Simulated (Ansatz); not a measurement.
Cubic perovskite BaSnO3 was calculated with HSE06 (Ansatz, a first-principles code, plane waves, PAW).

Numerical settings: plane-wave cutoff 460 eV, 6×6×6 k mesh, Fermi–Dirac smearing 0.01 eV, scalar-relativistic PAW data made under PBE.

Cell (relaxed at this level):

Space group Pm-3m (No. 221); a = 4.1215 Å, b = 4.1215 Å, c = 4.1215 Å, α = 90.00°, β = 90.00°, γ = 90.00°

```json
[
 {"atom": "Ba", "site": "1a", "symmetry": "m-3m", "x": "0.0000", "y": "0.0000", "z": "0.0000"},
 {"atom": "Sn", "site": "1b", "symmetry": "m-3m", "x": "0.5000", "y": "0.5000", "z": "0.5000"},
 {"atom": "O", "site": "3c", "symmetry": "4/mm.m", "x": "0.0000", "y": "0.5000", "z": "0.5000"}
]
```

Task: Predict the bulk modulus B0, band gap, smallest direct gap on the k points sampled and pressure derivative B′ of the bulk modulus.

Result: 
bulk modulus B0: 160 GPa
band gap: 2.61 eV (on the SCF k mesh)
smallest direct gap on the k points sampled: 3.05 eV
pressure derivative B′ of the bulk modulus: 4.7

Measured, for comparison: band gap 2.95 eV (temperature not stated, not corrected to a static lattice, indirect, from the absorption edge of a single crystal; as tabulated in Kim et al. (2012), arXiv:1207.0764).

Spin–orbit coupling is not included.

The computed numbers hold no vibrational or temperature effects.

Cost on a shared machine: roughly 21 core-minutes.
